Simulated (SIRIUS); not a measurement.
# GaAs (F-43m) in SIRIUS: equation of state

How stiff is GaAs in PBEsol, and what volume does it want? The cell is scaled to several volumes.

Everything below comes from runs of SIRIUS 7.12.0. Logs are shortened: lines on timing, memory, paths and dates and some standing lists are left out, and cuts for length are marked. The log counts tension as positive stress, the text compression.

### Step 1. The crystal as given

It takes space group F-43m (No. 216, cubic). Conventional cell: a = 5.654 Å, b = 5.654 Å, c = 5.654 Å, α = 90.00°, β = 90.00°, γ = 90.00°. As (site symmetry -43m) is surrounded by 4 Ga at 2.45 Å. Around Ga (site symmetry -43m) lie 4 As at 2.45 Å.

### Step 2. Equation of state, PBEsol, 21.23 Å³/atom (volume scaled by 0.94)

Input file sirius.json:

```json
{
  "control": {
    "processing_unit": "cpu",
    "std_evp_solver_name": "lapack",
    "gen_evp_solver_name": "lapack",
    "verbosity": 2,
    "print_forces": false,
    "ortho_rf": true,
    "use_second_variation": true,
    "rmt_max": 3.0,
    "num_bands_to_print": 24,
    "save_wf": true
  },
  "parameters": {
    "electronic_structure_method": "full_potential_lapwlo",
    "xc_functionals": ["XC_GGA_X_PBE_SOL", "XC_GGA_C_PBE_SOL"],
    "core_relativity": "dirac",
    "valence_relativity": "iora",
    "num_fv_states": 29,
    "smearing": "fermi_dirac",
    "smearing_width": 0.0018374661,
    "pw_cutoff": 20,
    "gk_cutoff": 3.77,
    "lmax_apw": 10,
    "lmax_rho": 8,
    "lmax_pot": 8,
    "num_mag_dims": 0,
    "auto_rmt": 0,
    "ngridk": [8, 8, 8],
    "shiftk": [0, 0, 0],
    "num_dft_iter": 80,
    "energy_tol": 1e-07,
    "density_tol": 1e-05,
    "use_symmetry": true
  },
  "settings": {"tol_ne": 1e-10},
  "iterative_solver": {"type": "exact"},
  "mixer": {"type": "anderson", "beta": 0.5, "max_history": 8},
  "unit_cell": {
    "lattice_vectors": [[0.0, 5.2329218537, 5.2329218537], [5.2329218537, 0.0, 5.2329218537], [5.2329218537, 5.2329218537, 0.0]],
    "atom_types": ["As", "Ga"],
    "atom_files": {"As": "As.json", "Ga": "Ga.json"},
    "atoms": {"As": [[0.75, 0.75, 0.75]], "Ga": [[0.0, 0.0, 0.0]]}
  }
}
```

Input file As.json:

```json
{
  "name": "arsenic",
  "symbol": "As",
  "number": 33,
  "mass": 74.9216,
  "rmin": 1e-06,
  "rmt": 2.23,
  "nrmt": 800,
  "rinf": 15.07,
  "core": "1s2s2p",
  "valence": [
    {"basis": [{"enu": 0.01, "dme": 0, "n": 0, "auto": 0}, {"enu": 0.01, "dme": 1, "n": 0, "auto": 0}]},
    {"l": 0, "n": 1, "basis": [{"enu": -0.0114, "dme": 0, "n": 0, "auto": 0}]},
    {"l": 1, "n": 2, "basis": [{"enu": 0.11, "dme": 0, "n": 0, "auto": 0}]},
    {"l": 2, "n": 3, "basis": [{"enu": 0.11, "dme": 0, "n": 0, "auto": 0}]},
    {"l": 3, "n": 4, "basis": [{"enu": 0.11, "dme": 0, "n": 0, "auto": 0}]}
  ],
  "lo": [
    {
      "l": 0,
      "basis": [{"enu": -0.0114, "dme": 0, "n": 0, "auto": 0}, {"enu": -0.0114, "dme": 1, "n": 0, "auto": 0}]
    },
    {
      "l": 0,
      "basis": [{"enu": -0.0114, "dme": 1, "n": 0, "auto": 0}, {"enu": -0.0114, "dme": 2, "n": 0, "auto": 0}]
    },
    {
      "l": 0,
      "basis": [{"enu": -6.6408, "dme": 0, "n": 3, "auto": 1}, {"enu": -6.6408, "dme": 1, "n": 3, "auto": 1}]
    },
    {
      "l": 0,
      "basis": [{"enu": -0.0114, "dme": 0, "n": 0, "auto": 0}, {"enu": 2.4017, "dme": 0, "n": 0, "auto": 0}]
    },
    {"l": 1, "basis": [{"enu": 0.11, "dme": 0, "n": 0, "auto": 0}, {"enu": 0.11, "dme": 1, "n": 0, "auto": 0}]},
    {
      "l": 1,
      "basis": [{"enu": -4.5909, "dme": 0, "n": 3, "auto": 1}, {"enu": -4.5909, "dme": 1, "n": 3, "auto": 1}]
    },
    {
      "l": 1,
      "basis": [{"enu": -4.5909, "dme": 1, "n": 3, "auto": 1}, {"enu": 0.11, "dme": 0, "n": 0, "auto": 0}]
    },
    {"l": 1, "basis": [{"enu": 0.11, "dme": 0, "n": 0, "auto": 0}, {"enu": 3.8101, "dme": 0, "n": 0, "auto": 0}]},
    {"l": 2, "basis": [{"enu": 0.11, "dme": 0, "n": 0, "auto": 0}, {"enu": 0.11, "dme": 1, "n": 0, "auto": 0}]},
    {
      "l": 2,
      "basis": [{"enu": -1.1985, "dme": 0, "n": 3, "auto": 1}, {"enu": -1.1985, "dme": 1, "n": 3, "auto": 1}]
    },
    {
      "l": 2,
      "basis": [{"enu": -1.1985, "dme": 1, "n": 3, "auto": 1}, {"enu": 0.11, "dme": 0, "n": 0, "auto": 0}]
    },
    {"l": 2, "basis": [{"enu": 0.11, "dme": 0, "n": 0, "auto": 0}, {"enu": 4.2927, "dme": 0, "n": 0, "auto": 0}]},
    {"l": 3, "basis": [{"enu": 0.11, "dme": 0, "n": 0, "auto": 0}, {"enu": 0.11, "dme": 1, "n": 0, "auto": 0}]},
    {"l": 3, "basis": [{"enu": 0.11, "dme": 0, "n": 0, "auto": 0}, {"enu": 3.609, "dme": 0, "n": 0, "auto": 0}]}
  ],
  "free_atom": [... radial grid and density of the free atom, the start of the SCF ...]
}
```

Input file Ga.json:

```json
{
  "name": "gallium",
  "symbol": "Ga",
  "number": 31,
  "mass": 69.723,
  "rmin": 1e-06,
  "rmt": 2.23,
  "nrmt": 800,
  "rinf": 19.67,
  "core": "1s2s2p",
  "valence": [
    {"basis": [{"enu": 0.01, "dme": 0, "n": 0, "auto": 0}, {"enu": 0.01, "dme": 1, "n": 0, "auto": 0}]},
    {"l": 0, "n": 1, "basis": [{"enu": 0.0421, "dme": 0, "n": 0, "auto": 0}]},
    {"l": 1, "n": 2, "basis": [{"enu": 0.11, "dme": 0, "n": 0, "auto": 0}]},
    {"l": 2, "n": 3, "basis": [{"enu": 0.11, "dme": 0, "n": 0, "auto": 0}]},
    {"l": 3, "n": 4, "basis": [{"enu": 0.11, "dme": 0, "n": 0, "auto": 0}]}
  ],
  "lo": [
    {
      "l": 0,
      "basis": [{"enu": 0.0421, "dme": 0, "n": 0, "auto": 0}, {"enu": 0.0421, "dme": 1, "n": 0, "auto": 0}]
    },
    {
      "l": 0,
      "basis": [{"enu": -5.1943, "dme": 0, "n": 3, "auto": 1}, {"enu": -5.1943, "dme": 1, "n": 3, "auto": 1}]
    },
    {
      "l": 0,
      "basis": [{"enu": -5.1943, "dme": 1, "n": 3, "auto": 1}, {"enu": 0.0421, "dme": 0, "n": 0, "auto": 0}]
    },
    {
      "l": 0,
      "basis": [{"enu": 0.0421, "dme": 0, "n": 0, "auto": 0}, {"enu": 3.2595, "dme": 0, "n": 0, "auto": 0}]
    },
    {"l": 1, "basis": [{"enu": 0.11, "dme": 0, "n": 0, "auto": 0}, {"enu": 0.11, "dme": 1, "n": 0, "auto": 0}]},
    {
      "l": 1,
      "basis": [{"enu": -3.4108, "dme": 0, "n": 3, "auto": 1}, {"enu": -3.4108, "dme": 1, "n": 3, "auto": 1}]
    },
    {
      "l": 1,
      "basis": [{"enu": -3.4108, "dme": 1, "n": 3, "auto": 1}, {"enu": 0.11, "dme": 0, "n": 0, "auto": 0}]
    },
    {"l": 1, "basis": [{"enu": 0.11, "dme": 0, "n": 0, "auto": 0}, {"enu": 3.8101, "dme": 0, "n": 0, "auto": 0}]},
    {"l": 2, "basis": [{"enu": 0.11, "dme": 0, "n": 0, "auto": 0}, {"enu": 0.11, "dme": 1, "n": 0, "auto": 0}]},
    {
      "l": 2,
      "basis": [{"enu": -0.5041, "dme": 0, "n": 3, "auto": 1}, {"enu": -0.5041, "dme": 1, "n": 3, "auto": 1}]
    },
    {
      "l": 2,
      "basis": [{"enu": -0.5041, "dme": 1, "n": 3, "auto": 1}, {"enu": 0.11, "dme": 0, "n": 0, "auto": 0}]
    },
    {"l": 2, "basis": [{"enu": 0.11, "dme": 0, "n": 0, "auto": 0}, {"enu": 4.2927, "dme": 0, "n": 0, "auto": 0}]},
    {"l": 3, "basis": [{"enu": 0.11, "dme": 0, "n": 0, "auto": 0}, {"enu": 0.11, "dme": 1, "n": 0, "auto": 0}]},
    {"l": 3, "basis": [{"enu": 0.11, "dme": 0, "n": 0, "auto": 0}, {"enu": 3.609, "dme": 0, "n": 0, "auto": 0}]}
  ],
  "free_atom": [... radial grid and density of the free atom, the start of the SCF ...]
}
```

Input file sirius_start.json:

```json
{
  "control": {
    "processing_unit": "cpu",
    "std_evp_solver_name": "lapack",
    "gen_evp_solver_name": "lapack",
    "verbosity": 1,
    "print_forces": false,
    "ortho_rf": true,
    "use_second_variation": true,
    "rmt_max": 3.0,
    "num_bands_to_print": 24,
    "save_wf": false
  },
  "parameters": {
    "electronic_structure_method": "full_potential_lapwlo",
    "xc_functionals": ["XC_LDA_X", "XC_LDA_C_PW"],
    "core_relativity": "dirac",
    "valence_relativity": "iora",
    "num_fv_states": 29,
    "smearing": "fermi_dirac",
    "smearing_width": 0.0055123983,
    "pw_cutoff": 20,
    "gk_cutoff": 3.01,
    "lmax_apw": 10,
    "lmax_rho": 8,
    "lmax_pot": 8,
    "num_mag_dims": 0,
    "auto_rmt": 0,
    "ngridk": [3, 3, 3],
    "shiftk": [0, 0, 0],
    "num_dft_iter": 30,
    "energy_tol": 0.01,
    "density_tol": 0.05,
    "use_symmetry": true
  },
  "settings": {"tol_ne": 1e-10},
  "iterative_solver": {"type": "exact"},
  "mixer": {"type": "anderson", "beta": 0.5, "max_history": 8},
  "unit_cell": {
    "lattice_vectors": [[0.0, 5.2329218537, 5.2329218537], [5.2329218537, 0.0, 5.2329218537], [5.2329218537, 5.2329218537, 0.0]],
    "atom_types": ["As", "Ga"],
    "atom_files": {"As": "As.json", "Ga": "Ga.json"},
    "atoms": {"As": [[0.75, 0.75, 0.75]], "Ga": [[0.0, 0.0, 0.0]]}
  }
}
```

Potentials or basis: all-electron FP-LAPW, apw+lo standard.

The run is started by

```sh
$ OMP_NUM_THREADS=1 sirius.scf --input=sirius_start.json --output=start.json
$ OMP_NUM_THREADS=1 sirius.scf --input=sirius.json --output=output.json --task=1
```

Output:

```text
[info] SIRIUS version : 7.12.0
[info] number of MPI ranks           : 1
[info] MPI grid                      : 1 1
[info] maximum number of OMP threads : 1
[fft] FFT context for density and potential
[fft] =====================================
[fft]   plane wave cutoff                     : 20
[fft]   grid size                             : 50 50 50   total : 125000
[fft]   grid limits                           : -24 25   -24 25   -24 25
[fft]   number of G-vectors within the cutoff : 38781
[fft]   number of G-shells                    : 1034
[fft] FFT context for coarse grid
[fft] =====================================
[fft]   plane wave cutoff                     : 7.54
[fft]   grid size                             : 20 20 20   total : 8000
[fft]   grid limits                           : -9 10   -9 10   -9 10
[fft]   number of G-vectors within the cutoff : 2085
[fft]   number of G-shells                    : 79
[unit cell] lattice vectors
[unit cell]   a1 :       0.0000000000      5.2329218537      5.2329218537
[unit cell]   a2 :       5.2329218537      0.0000000000      5.2329218537
[unit cell]   a3 :       5.2329218537      5.2329218537      0.0000000000
[unit cell] reciprocal lattice vectors
[unit cell]   b1 :      -0.6003515324      0.6003515324      0.6003515324
[unit cell]   b2 :       0.6003515324     -0.6003515324      0.6003515324
[unit cell]   b3 :       0.6003515324      0.6003515324     -0.6003515324
[unit cell] unit cell volume :       286.59112898 [a.u.^3]
[unit cell] 1/sqrt(omega)    :         0.05907023
[unit cell] MT volume        :        92.90373925 (32.42%)
[unit cell] IT volume        :       193.68738973 (67.58%)
[unit cell] number of atom types : 2
[unit cell] type id : 0 symbol : As mt_radius :   2.230000 num_atoms : 1
[unit cell] type id : 1 symbol : Ga mt_radius :   2.230000 num_atoms : 1
[unit cell] total number of atoms : 2
[... 374 lines left out ...]
[diagonalize] ...
[diagonalize] ik:   24   -6.590272   -5.076836   -4.516033   -4.516032   -4.516032   -3.272463   -3.272462   -3.272461   -1.107570   -1.107495   -1.107480   -1.107106   -1.107054   -0.360652   -0.354565   -0.354340   -0.353387   -0.352258   -0.214087   -0.040325    0.067625    0.090080    0.283782    0.307144
[diagonalize] ik:   25   -6.590273   -5.076836   -4.516033   -4.516033   -4.516032   -3.272464   -3.272463   -3.272462   -1.107566   -1.107514   -1.107480   -1.107111   -1.107070   -0.360796   -0.354693   -0.354249   -0.353210   -0.352418   -0.197084   -0.060378    0.042589    0.082896    0.298458    0.366691
[diagonalize] ik:   26   -6.590273   -5.076837   -4.516033   -4.516033   -4.516033   -3.272464   -3.272464   -3.272463   -1.107549   -1.107537   -1.107492   -1.107099   -1.107081   -0.360586   -0.354887   -0.354405   -0.353017   -0.352545   -0.203007   -0.053528    0.036800    0.096678    0.313802    0.384235
[diagonalize] ik:   27   -6.590272   -5.076836   -4.516033   -4.516032   -4.516032   -3.272464   -3.272462   -3.272461   -1.107578   -1.107486   -1.107469   -1.107128   -1.107045   -0.361126   -0.354260   -0.354107   -0.353493   -0.352222   -0.191533   -0.068408    0.063678    0.067058    0.278649    0.290403
[diagonalize] ik:   28   -6.590273   -5.076837   -4.516034   -4.516034   -4.516033   -3.272465   -3.272464   -3.272464   -1.107559   -1.107544   -1.107473   -1.107127   -1.107082   -0.360870   -0.354723   -0.354170   -0.353162   -0.352518   -0.190116   -0.064122    0.047606    0.054683    0.361171    0.369292
[generate_core_charge_density] atom class : 0
[generate_core_charge_density]   n,l,k : 1 0 1  energy :        -429.84814797
[generate_core_charge_density]   n,l,k : 2 0 1  energy :         -54.19178488
[generate_core_charge_density]   n,l,k : 2 1 1  energy :         -48.39067363
[generate_core_charge_density]   n,l,k : 2 1 2  energy :         -47.04836221
[generate_core_charge_density] atom class : 1
[generate_core_charge_density]   n,l,k : 1 0 1  energy :        -375.18496522
[generate_core_charge_density]   n,l,k : 2 0 1  energy :         -45.98247978
[generate_core_charge_density]   n,l,k : 2 1 1  energy :         -40.67801792
[generate_core_charge_density]   n,l,k : 2 1 2  energy :         -39.66288400
[find] Total energy                   :   -4202.17027759 (Ha),   -8404.34055518 (Ry)
[find] iteration : 1, RMS (target) : 9.0690e-02 (1.0000e-05) , energy difference (target) : -8.5974e-05 (1.0000e-07)
[... 21 lines left out ...]
[find] valence_eval_sum               :     -84.70471599
[find] core_eval_sum                  :   -2335.31628610
[find] kinetic energy                 :    4289.11616975
[find] enuc                           :   -5082.86593328
[find] <rho|V^{XC}>                   :    -205.26620211
[find] <rho|E^{XC}>                   :    -156.48499897
[find] <mag|B^{XC}>                   :       0.00000000
[find] <rho|V^{H}>                    :   -6503.87096972
[find] smearing (-TS)                 :      -0.00000003
[find] SCF correction                 :      -0.00003215
[find] Total energy                   :   -4202.17027951 (Ha),   -8404.34055902 (Ry)
[find] Free energy (E-TS)             :   -4202.17027954 (Ha),   -8404.34055908 (Ry)
[find] band gap (eV)                  :       0.91423093
[find] Efermi                         :       0.20949508
[find] iteration : 7, RMS (target) : 2.8520e-06 (1.0000e-05) , energy difference (target) : 9.1990e-08 (1.0000e-07)
[find] converged after 8 SCF iterations!
[find] Charges and magnetic moments
[find] --------------------------------------------------------------------------------
[find] atom      charge    core leakage
[find] --------------------------------------------------------------------------------
[find]    0   31.154585    0.000000e+00
[find]    1   29.419796    0.000000e+00
[find] total core leakage    : 0.00000000e+00
[find] interstitial charge   : 3.425617
[find] total charge          : 63.999999
[find] Energy
[find] --------------------------------------------------------------------------------
[find] valence_eval_sum               :     -84.70471599
[find] core_eval_sum                  :   -2335.31628610
[find] kinetic energy                 :    4289.11616975
[find] enuc                           :   -5082.86593328
[find] <rho|V^{XC}>                   :    -205.26620211
[find] <rho|E^{XC}>                   :    -156.48499897
[find] <mag|B^{XC}>                   :       0.00000000
[find] <rho|V^{H}>                    :   -6503.87096972
[find] smearing (-TS)                 :      -0.00000003
[find] SCF correction                 :      -0.00003215
[find] Total energy                   :   -4202.17027951 (Ha),   -8404.34055902 (Ry)
[find] Free energy (E-TS)             :   -4202.17027954 (Ha),   -8404.34055908 (Ry)
[find] band gap (eV)                  :       0.91423093
[find] Efermi                         :       0.20949508
```

Run time: 57 s. Hardware: 1 thread of Arm Neoverse V1, shared host; peak memory 0.45 GiB.

What came out:

| Quantity | Value |
| --- | --- |
| Free energy | -114346.8785 eV |
| Band gap on the k mesh | 0.91 eV, direct |
| All electrons inside the program's atomic spheres | As 31.15; Ga 29.42 (radii As 2.23, Ga 2.23 bohr) |

(Continued in part 2 of 4.)
